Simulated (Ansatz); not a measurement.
Runs of Ansatz 0.2.0 on CO2. It takes space group I-42d (No. 122, tetragonal). Conventional cell: a = 3.949 Å, b = 3.949 Å, c = 6.028 Å, α = 90.00°, β = 90.00°, γ = 90.00°. O (site symmetry 2) has 2 C at 1.40 Å as nearest neighbours. Around C (site symmetry -4) lie 4 O at 1.40 Å. The cell comes from a database or a generator and needn't be the stable form of this composition.

| level | gap on the mesh (eV) | pressure (GPa) | relaxed volume (Å³/atom) |
| --- | --- | --- | --- |
| BLYP+D4 | 7.78 | 0.0 | 7.77 |
| revPBE+D3(BJ) | 7.80 | 0.0 | 7.76 |
| PBEsol+D4 | 7.68 | 0.0 | 7.52 |
| RPBE+D3(BJ) | (d) | 0.0 | (a) |
| revPBE+D4 | 7.81 | 0.0 | 7.67 |
| BLYP+D3(BJ) | 7.77 | 0.0 | 7.81 |
| RPBE+D4 | (b) | 0.0 | (c) |

Alike in all rows: task relaxation of cell and atoms; potentials or basis Ansatz PAW; no spin polarisation; cell relaxed; k mesh 9 × 9 × 9; cutoff (eV) 420; smearing fermi-dirac 0.05 eV.

Question: Estimate the missing entries.

Answer: (a) 7.73; (b) 7.82; (c) 7.71; (d) 7.83.

Caveats: odd divisions of the mesh miss points on the zone boundary, where band edges often lie, so the gap on the mesh can be too wide; the plane-wave basis is chosen anew once the cell has moved, so the energies of steps on either side of that aren't comparable; the PAW data sets come from PBE, with cores solved anew for the run's functional, which leaves a small shift of forces and pressure.

A k mesh can miss the band edges.

Runs at the PBE level aren't shown here.
